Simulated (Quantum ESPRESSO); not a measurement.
Crystal: Sr.

```
Sr
1.0
     0.00000    3.04235    3.04235
     3.04235    0.00000    3.04235
     3.04235    3.04235    0.00000
Sr
1
Cartesian
  0.0000 0.0000 0.0000
```

Base run:

```yaml
Program: Quantum ESPRESSO 7.5
Functional: PBEsol
Potentials_or_basis: PseudoDojo 0.4.1 SR PBEsol standard
Cutoff: 925 eV
Density_cutoff: 3701 eV
k_mesh: 8 × 8 × 8
Occupations: fermi-dirac, width 0.05 eV
Spin: no spin polarisation
```

Its results: band gap on the k mesh none (metal or under the smearing width); pressure -0.9 GPa.

Task: The run is repeated on the same cell with these changes: functional from PBEsol to PBE; potentials or basis from PseudoDojo 0.4.1 SR PBEsol standard to PseudoDojo 0.4.1 SR PBE standard. What comes out?

Result: Band gap on the k mesh none (metal or under the smearing width); pressure -0.3 GPa.

Caveats: some levels on the path didn't converge.
